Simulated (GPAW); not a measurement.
BaTiO3:

```xyz
5
Lattice="2.8274 1.6324 2.3184 -2.8274 1.6324 2.3184 0.0000 -3.2648 2.3184" Properties=species:S:1:pos:R:3 pbc="T T T"
Ba    0.0000    0.0000    0.0000
Ti    0.0000    0.0000    3.3698
O     1.3885   -0.8017    2.3988
O    -1.3885   -0.8017    2.3988
O     0.0000    1.6033    2.3988
```

Base run:

```yaml
Program: GPAW 26.7.0
Functional: PBEsol
Potentials_or_basis: PAW data sets generated in the run's folder for this functional
Cutoff: 800 eV
Basis: pw
k_mesh: 5 × 5 × 5
Occupations: fermi-dirac, width 0.05 eV
Spin: no spin polarisation
Hubbard_terms: Ti d U = 4 eV
```

Its results: band gap on the k mesh 2.98 eV, indirect (least direct gap 3.26 eV); pressure 2.4 GPa; largest force 1.066 eV/Å.

After a change of settings the same cell gave: band gap on the k mesh 2.72 eV, indirect (least direct gap 2.99 eV); pressure 1.3 GPa; largest force 0.621 eV/Å. Which change was it?
A. hubbard terms from Ti d U = 4 eV to Ti d U = 2 eV
B. hubbard terms from Ti d U = 4 eV to none
C. hubbard terms from Ti d U = 4 eV to Ti d U = 6 eV

A.

Caveats: spin-orbit coupling is left out, which moves the levels of the heavy elements; the mesh misses the band edges, which the band path finds closer together; forces of over 1 eV/Å show positions far from the minimum, so gaps and moduli don't describe the material at rest (some runs).
